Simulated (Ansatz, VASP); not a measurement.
## NiO in VASP and in Ansatz

File INCAR:

```
SYSTEM = NiO
  PREC = Accurate
  ENCUT = 520
  EDIFF = 1E-6
  ISMEAR = -1
  SIGMA = 0.03
  LREAL = .False.
  LASPH = .True.
  NELM = 150
  ALGO = Normal
  ISIF = 2
  LWAVE = .False.
  LCHARG = .False.
  ISPIN = 2
  MAGMOM = 1.5 0
  LORBIT = 11
  LMAXMIX = 4
  GGA = PE
  NBANDS = 19
```

The input KPOINTS:

```
Automatic mesh
0
Gamma
  14 14 14
  0 0 0
```

POSCAR

```
NiO
1.0
    0.0000000000      2.2592285874      2.2592285874
    2.2592285874      0.0000000000      2.2592285874
    2.2592285874      2.2592285874      0.0000000000
Ni O
1 1
Direct
    0.0000000000      0.0000000000      0.0000000000
    0.2500000000      0.2500000000      0.2500000000
```

Input for Ansatz:

```yaml
crystal:
  lattice:
    - [0.0, 2.2592285874, 2.2592285874]
    - [2.2592285874, 0.0, 2.2592285874]
    - [2.2592285874, 2.2592285874, 0.0]
  atoms:
    - { symbol: Ni, position: [0.0, 0.0, 0.0], spin: 1.5 }
    - { symbol: O, position: [0.25, 0.25, 0.25] }
magnetization:
  spin_polarized: true
kpoints:
  mp_grid: { grid: [14, 14, 14] }
scf:
  occupations: { method: fermi_dirac, width: 0.03 }
hamiltonian:
  xc: pbe
  pseudopotentials: { kind: all_electron, lapw: { basis_error: 0.00025 } }
output:
  forces: true
  stress: true
  eigenvalues: true
```

Change from the starting cell: volume scaled by 1.025.

Alike in both runs: task single point; functional PBE; k mesh 14 × 14 × 14; occupations fermi-dirac, width 0.03 eV; collinear spin.

|  | VASP | Ansatz |
| --- | --- | --- |
| version | VASP 6.6.1 | Ansatz 0.2.0 |
| potentials or method | VASP PAW PBE potentials, release 64 (Ni, O) | all-electron LAPW, scalar-relativistic |
| plane-wave cutoff (eV) | 520 | see its input |

```tsv
	VASP	Ansatz	Ansatz less VASP
pressure (GPa)	-3.0	-3.3	-0.22
net moment per atom (μB)	0.98	0.99	+0.013
size of the moment on the site where the two differ most (μB)	1.52	1.56	+0.035
```

Site moments also hang on the region over which each program counts them. Ansatz ran all-electron here, so the differences hold the error of VASP's frozen core and of both bases.

Caveats: a cell with one magnetic atom can't hold antiferromagnetic order, which such compounds often take; semilocal functionals often make such compounds metallic where correlation or magnetic order opens a gap, which also shifts bond lengths.
